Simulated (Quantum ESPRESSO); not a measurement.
Runs of Quantum ESPRESSO 7.5 on AlN. The structure is hexagonal, space group P6_3/mmc (No. 194). The conventional cell has a = 3.312 Å, b = 3.312 Å, c = 4.188 Å, α = 90.00°, β = 90.00°, γ = 120.00°. Al (site symmetry -6m2) has 5 N at 1.91 to 2.09 Å as nearest neighbours. N (site symmetry -6m2) is surrounded by 5 Al at 1.91 to 2.09 Å. Measurements of this composition are mostly on another form, of space group No. 186.

```csv
task,level,potentials or basis,k mesh,cutoff (eV),SCF threshold,form of the LDA correlation,symmetry,mesh quality,gap on the mesh (eV),pressure (GPa),V0 of scaled cells (Å³/atom),B0 (GPa)
equation of state,PBEsol,GBRV 1.5 PBEsol,9 × 9 × 7,612,8e-10 Ry,-,-,not flagged,-,-,(a),215
equation of state,LDA,GBRV 1.5 LDA,9 × 9 × 7,612,8e-10 Ry,PZ81,-,not flagged,-,-,9.59,226
equation of state,r2SCAN,SG15 PBE 1.2,6 × 6 × 5,1197,1e-08 Ry,-,off,coarse,-,-,9.76,225
band structure,LDA,GBRV 1.5 LDA,9 × 9 × 7,612,8e-10 Ry,PZ81,-,not flagged,3.28,(b),-,-
band structure,r2SCAN,SG15 PBE 1.2,7 × 7 × 5,1197,1e-08 Ry,-,off,not flagged,3.69,-4.1,-,-
```

Alike in all rows: no spin polarisation; cell as given; smearing fermi-dirac 0.05 eV.

Q: Estimate the missing entries.

A: (a) 9.81; (b) -7.7.

Caveats: some runs use coarse meshes; the cell was scaled at fixed shape and fractional positions, which overstates the stiffness of a crystal with free parameters, most of all of layers and chains (some runs); the potentials were made for another functional, which shifts forces and pressure (some runs).

The runs don't all hold the same shells in valence.
